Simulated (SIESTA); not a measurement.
Crystal: SiC (Moissanite).

```xyz
4
Lattice="3.0760 0.0000 0.0000 -1.5380 2.6639 0.0000 0.0000 0.0000 5.0480" Properties=species:S:1:pos:R:3 pbc="T T T"
Si    1.5380    0.8880    2.5240
Si    0.0000    1.7759    0.0000
C     1.5380    0.8880    4.4675
C     0.0000    1.7759    1.9435
```

Base run:

- Program: SIESTA 5.4.2
- Functional: PBEGcGxLO
- Potentials or basis: PseudoDojo 0.4 standard (PBE files)
- Basis: DZP (energy shift 0.002 Ry)
- Grid cutoff: 500 Ry
- Energy shift: 0.002 Ry
- k mesh: 10 × 10 × 5
- Occupations: fermi-dirac, width 0.05 eV
- Spin: no spin polarisation

Its results: band gap on the k mesh 2.19 eV, indirect (least direct gap 3.87 eV); pressure 3.3 GPa; largest force 0.842 eV/Å.

Question: The run is repeated on the same cell with these changes: functional from PBEGcGxLO to RPBE. What comes out?

Answer: Band gap on the k mesh 2.53 eV, indirect (least direct gap 4.14 eV); pressure 7.9 GPa; largest force 0.845 eV/Å.

Caveats: the potentials were made for another functional, which shifts forces and pressure; the mesh misses the band edges, which the band path finds closer together; the basis of atomic orbitals isn't converged, which shifts pressures, moduli and gaps.

Not every run made on this cell is shown here.
